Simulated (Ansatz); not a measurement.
# BeS (rocksalt) under strain

BeS (rocksalt), relaxed with r2SCAN in Ansatz. It is cubic, Fm-3m (No. 225); a = 4.635 Å in the conventional setting, 12.44 Å³ an atom. Around Be lie 6 S at 2.32 Å; around S lie 6 Be at 2.32 Å.

The axes x, y and z are those of this cell:
```
CELL_PARAMETERS angstrom
0.00000 2.31730 2.31730
2.31730 0.00000 2.31730
2.31730 2.31730 0.00000
ATOMIC_POSITIONS crystal
Be 0.00000 0.00000 0.00000
S 0.50000 0.50000 0.50000
```

Unstrained: The PBE gap is indirect, 0.964 eV (Γ–K (0.40 of the way from Γ) to X), below the direct gap of 4.143 eV at X. With r2SCAN the valence top lies at Γ–K (0.40 of the way from Γ) and the conduction bottom at X, 1.329 eV higher; the smallest vertical gap, at X, is 4.598 eV. HSE06 gives an indirect gap of 1.731 eV, from Γ–K (0.40 of the way from Γ) to X; the least direct gap is 5.213 eV at X. Meshes: PBE 10×10×10, r2SCAN 10×10×10, HSE06 6×6×6. Strains are changes of length per length, and xy shears are angles. After each strain the atoms were relaxed again with r2SCAN within the symmetry that the strain leaves, so tilts or polar shifts that break it weren't tested; points keep the names that they have in the unstrained zone. The cell comes from a prototype generator: it can be a known phase or a hypothetical one. Spin polarisation is off.

Changes of the least gap in eV (an overlap counts as a negative gap):

| strain | volume change (%) | space group | PBE | r2SCAN | HSE06 | energy rise, r2SCAN (meV/atom) |
| --- | --- | --- | --- | --- | --- | --- |
| epitaxial -0.64 % in the plane normal to [111], free normal strain +0.13 % | -1.1 | R-3m | -0.026 | -0.029 | -0.024 | 0.9 |
| uniaxial -1.87 % along z | -1.9 | I4/mmm | -0.132 | -0.145 | -0.140 | 2.5 |
| xy shear, engineering strain (angle) +3.69 % | 0.0 | Immm | -0.260 | -0.276 | -0.269 | 6.6 |

Epitaxial -0.64 % in the plane normal to [111], free normal strain +0.13 %. HSE06: the gap goes from 1.731 to 1.707 eV (-0.024 eV); the edges go from Γ–K (0.40) → X to (0.151, 0.151, 0.297) → X. Stress change with r2SCAN, compression positive: xx +1.31, yy +1.31, zz +1.31, xy -0.66, xz -0.66, yz -0.66 GPa.

Uniaxial -1.87 % along z, other directions held. HSE06: the gap goes from 1.731 to 1.591 eV (-0.140 eV); the edges go from Γ–K (0.40) → X to Γ–K (0.38) → X. Stress change with r2SCAN, compression positive: xx +1.55, yy +1.55, zz +3.62 GPa.

Xy shear, engineering strain (angle) +3.69 %. HSE06: the gap goes from 1.731 to 1.462 eV (-0.269 eV); the edges go from Γ–K (0.40) → X to Γ–K (0.38) → X. Stress change with r2SCAN, compression positive: xx +0.19, yy +0.19, zz -0.11, xy -4.59 GPa.

Where an edge lies off the special points, it is a point of the mesh or the k point where a search put PBE's edge or least direct gap, reused for the other functionals, whose own edges may lie a little apart.

Coordinates of k points refer to the reciprocal vectors of the primitive cell of the runs.

The meshes of the hybrids are coarse, so their gaps aren't converged to the digits shown.
